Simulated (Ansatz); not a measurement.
Method: PBE with spin–orbit coupling; two-component spinors; PAW, 420 eV, 6×6×6 k-mesh, Gaussian smearing of 0.05 eV; code Ansatz; PAW files: Ansatz's generated set soft_2.

A compound XS has these computed properties.

```json
{
  "Space group": "Fm-3m (No. 225)",
  "Conventional cell": "a = 6.426 Å, b = 6.426 Å, c = 6.426 Å, α = 90.00°, β = 90.00°, γ = 90.00°",
  "Volume": "33.17 Å³/atom",
  "Band gap": "2.19 eV",
  "Smallest direct gap": "2.27 eV",
  "Magnetic state": "non-magnetic",
  "Site spin moments": "none",
  "Bulk modulus (Birch–Murnaghan)": "42 GPa",
  "Pressure derivative B0′": "4.5"
}
```

Sites: X on 4b, S on 4a.

Question: Which element is X?
A. Cs
B. Ce
C. La
D. Ba

Answer: D. X is Ba, so the compound is BaS.

The start was a prototype's sites filled with these elements; the Crystallography Open Database holds the compound in this structure.

Semilocal functionals underestimate band gaps, commonly by a third or more.
